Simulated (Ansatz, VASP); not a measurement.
## BN: VASP beside Ansatz

```
B N
1.0
     2.54184    0.00000    0.00000
    -1.27092    2.20130    0.00000
     0.00000    0.00000    4.20490
B N
2 2
Cartesian
  0.0000 1.4675 0.0010
  1.2709 0.7338 2.1035
  0.0000 1.4675 1.5758
  1.2709 0.7338 3.6783
```

Alike in both runs: task single point; functional r2SCAN; dispersion rVV10; k mesh 12 × 12 × 8; occupations fermi-dirac, width 0.03 eV; no spin polarisation.

|  | VASP | Ansatz |
| --- | --- | --- |
| version | VASP 6.6.1 | Ansatz 0.2.0 |
| potentials or method | VASP PAW PBE potentials, release 64 (B, N) | plane waves, PAW |
| plane-wave cutoff (eV) | 520 | 500 |
| valence electrons in the cell | 16 | 16 |

|  | VASP | Ansatz | Ansatz less VASP |
| --- | --- | --- | --- |
| gap on the k mesh at the Fermi level (eV) | 5.66 | 5.69 | +0.035 |
| pressure (GPa) | 1.1 | 0.0 | -1.16 |

Caveats: the PAW data sets were made with another functional, which shifts forces and pressure a little (VASP). r2SCAN opens gaps a little over a GGA but as a rule still falls short of measured ones. A k mesh can miss the band edges.
